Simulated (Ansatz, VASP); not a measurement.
# One calculation of ZnSe, two programs

Contents of INCAR:

```
PREC = Accurate ; ENCUT = 600
EDIFF = 1E-7 ; ISMEAR = 0
SIGMA = 0.01 ; LREAL = F
LASPH = T ; NELM = 100
ALGO = Normal ; ISIF = 3
LWAVE = F ; LCHARG = F
GGA = PS ; IBRION = 2
NSW = 80 ; EDIFFG = -0.001
```

The input KPOINTS:

```
regular mesh
0
Gamma
  8 8 8
```

The input POSCAR:

```
ZnSe
1.0
    0.0000000000      2.8166002289      2.8166002289
    2.8166002289      0.0000000000      2.8166002289
    2.8166002289      2.8166002289      0.0000000000
Zn Se
1 1
Direct
    0.0000000000      0.0000000000      0.0000000000
    0.7500000000      0.7500000000      0.7500000000
```

Input for Ansatz:

```yaml
crystal:
  lattice:
    - [0.0, 2.8166002601, 2.8166002601]
    - [2.8166002601, 0.0, 2.8166002601]
    - [2.8166002601, 2.8166002601, 0.0]
  atoms:
    - { symbol: Zn, position: [0.0, 0.0, 0.0] }
    - { symbol: Se, position: [0.25, 0.25, 0.25] }
basis:
  ecutwfc: 420
kpoints:
  mp_grid: { grid: [8, 8, 8] }
hamiltonian:
  xc: pbesol
scf:
  occupations: { method: fixed }
output:
  forces: true
  stress: true
  eigenvalues: true
  write_density: true
  write_potential: true
  elf: true
  volumetric_format: npy
relax:
  adjacent_minimum: "off"
  f_tol: 0.001
  max_steps: 60
  cell: { stress_tol: 0.01 }
```

Alike in both runs: task relaxation of cell and atoms; functional PBEsol; k mesh 8 × 8 × 8; no spin polarisation.

|  | VASP | Ansatz |
| --- | --- | --- |
| version | VASP 6.6.1 | Ansatz 0.2.0 |
| potentials or method | VASP PAW PBE potentials, release 64 (Zn, Se) | scalar-relativistic, plane waves, PAW |
| plane-wave cutoff (eV) | 600 | 420 |
| occupations | gaussian, width 0.01 eV | fixed |
| valence electrons in the cell | 18 | 28 |

```csv
,VASP,Ansatz,Ansatz less VASP
"gap on the k mesh at the Fermi level, each at its own relaxed structure (eV)",1.23,1.24,+0.011
relaxed volume (Å³/atom),22.43,22.34,-0.085
relaxed cell length with the largest relative difference (Å),3.988,3.983,-0.0051
```

The two sets of potentials don't hold the same shells in valence.

Caveats: the PAW data sets were made with another functional, which shifts forces and pressure a little (VASP). Zero-point motion and thermal expansion aren't in these numbers.
